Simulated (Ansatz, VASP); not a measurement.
## Two plane-wave programs on GePt

```
CELL_PARAMETERS angstrom
5.82714 0.00000 0.00000
0.00000 3.74452 0.00000
0.00000 0.00000 6.19055
ATOMIC_POSITIONS crystal
Ge 0.81323 0.75000 0.58749
Ge 0.18677 0.25000 0.41251
Ge 0.68677 0.25000 0.08749
Ge 0.31323 0.75000 0.91251
Pt 0.00178 0.75000 0.19301
Pt 0.99822 0.25000 0.80699
Pt 0.49822 0.25000 0.69301
Pt 0.50178 0.75000 0.30699
```

Alike in both runs: functional PBE; k mesh 6 × 10 × 6; occupations gaussian, width 0.1 eV; no spin polarisation.

Ansatz relaxed the structure, and its values are those at the end. VASP's run is a single point on that final structure, the one shown.

|  | VASP | Ansatz |
| --- | --- | --- |
| version | VASP 6.6.1 | Ansatz 0.2.0 |
| potentials or method | VASP PAW PBE potentials, release 64 (Ge_d, Pt) | scalar-relativistic, plane waves, PAW |
| plane-wave cutoff (eV) | 520 | 420 |
| valence electrons in the cell | 96 | 128 |

```tsv
	VASP	Ansatz	Ansatz less VASP
gap on the k mesh at the Fermi level (eV)	none	none	-
pressure (GPa)	0.0	0.0	+0.01
```

A gap of «none» marks a metal or a gap that the smearing closes. The two sets of potentials don't hold the same shells in valence.

The runs have no spin-orbit coupling, so splittings on Pt are missing.
